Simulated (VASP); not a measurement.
Set up this calculation in VASP 6.6.1, as the native input.

* Task: single point
* Functional: PBE
* Potentials or basis: VASP PAW PBE potentials, release 64 (Y_sv)
* Cutoff: 520 eV
* k mesh: 14 × 14 × 14
* Occupations: gaussian, width 0.05 eV
* Spin: no spin polarisation
* Dipole correction: no
* Further INCAR settings: ALGO = Normal; EDIFF = 1e-07; NBANDS = 12

The structure of Y lies in POSCAR:

```
Y
1.0
    0.0000000000      2.5437215005      2.5437215005
    2.5437215005      0.0000000000      2.5437215005
    2.5437215005      2.5437215005      0.0000000000
Y
1
Direct
    0.0000000000      0.0000000000      0.0000000000
```

The cell was built by a generator and needn't be a form met in nature.

The input as run:

INCAR

```
PREC = Accurate ; ENCUT = 520
EDIFF = 1E-7 ; ISMEAR = 0
SIGMA = 0.05 ; LREAL = False
LASPH = True ; NELM = 60
ALGO = Normal ; ISIF = 2
LWAVE = False ; LCHARG = False
GGA = PE ; NBANDS = 12
```

KPOINTS

```
regular mesh
0
Gamma
  14 14 14
```

Potentials or basis: VASP PAW PBE potentials, release 64 (Y_sv).

Run with:

```console
$ cat potpaw_PBE.64/Y_sv/POTCAR > POTCAR
$ mpirun -np 1 vasp_std > vasp.out
```

Results of the run:

| Quantity | Value |
| --- | --- |
| Pressure | -0.7 GPa |
| Band gap on the k mesh | none (metal or under the smearing width) |

Run time: 64 s on 1 thread of AMD EPYC 7R43 64-Core Processor (Zen 3), on a shared host, peak memory 0.17 GiB.
